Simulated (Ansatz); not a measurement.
# BeTe (F-43m): a single-point run

The task is a single-point run on BeTe (F-43m). The structure is shown as the input types it.

The COD entry's cell or inner coordinates are ideal or old and differ from later refinements, so a difference from it is no clean test against experiment.

Computed with Ansatz 0.2.0 (Kohn-Sham DFT, with the functional, basis and potentials that each input names, unless a step's input says otherwise).

## 1. The starting structure

It takes space group F-43m (No. 216, cubic). The conventional cell has a = 5.665 Å, b = 5.665 Å, c = 5.665 Å, α = 90.00°, β = 90.00°, γ = 90.00°. Be (site symmetry -43m) has 4 Te at 2.45 Å in its first shell of neighbours. Around Te (site symmetry -43m) lie 4 Be at 2.45 Å.

Structure file:

```
CELL_PARAMETERS angstrom
0.00000 2.83248 2.83248
2.83248 0.00000 2.83248
2.83248 2.83248 0.00000
ATOMIC_POSITIONS crystal
Be 0.00000 0.00000 0.00000
Te 0.75000 0.75000 0.75000
```

## 2. Input and run

File input.yaml:

```yaml
crystal:
  lattice:
    - [0.0, 2.8324841938, 2.8324841938]
    - [2.8324841938, 0.0, 2.8324841938]
    - [2.8324841938, 2.8324841938, 0.0]
  atoms:
    - { symbol: Be, position: [0.0, 0.0, 0.0] }
    - { symbol: Te, position: [0.75, 0.75, 0.75] }
basis:
  ecutwfc: 420
  ecutrho_ratio: 4
kpoints:
  mp_grid: { grid: [10, 10, 10] }
hamiltonian:
  xc: pbe
  hubbard: { sites: [{ species: Be, l: p, u_eff: -5.0 }] }
scf:
  occupations: { method: gaussian, width: 0.05 }
  max_iter: 80
output:
  forces: true
  stress: true
```

Run with:

```bash
ansatz run input.yaml --threads 4 --pin off --max-ram 7168MiB --backend cpu --events-out ev --progress --plain --runs-dir out
```

**Question.** How will this run end, and is anything wrong with its input?

This run ends as converged. Convergence says nothing about whether the input makes sense.

In the input, hamiltonian.hubbard.sites is [{species: Be, l: p, u_eff: -5.0}]. The U is negative: it rewards fractional occupations of the shell, where a positive U penalises them, and shifts its filled levels up and its empty ones down.

To check: delete hamiltonian.hubbard.sites.
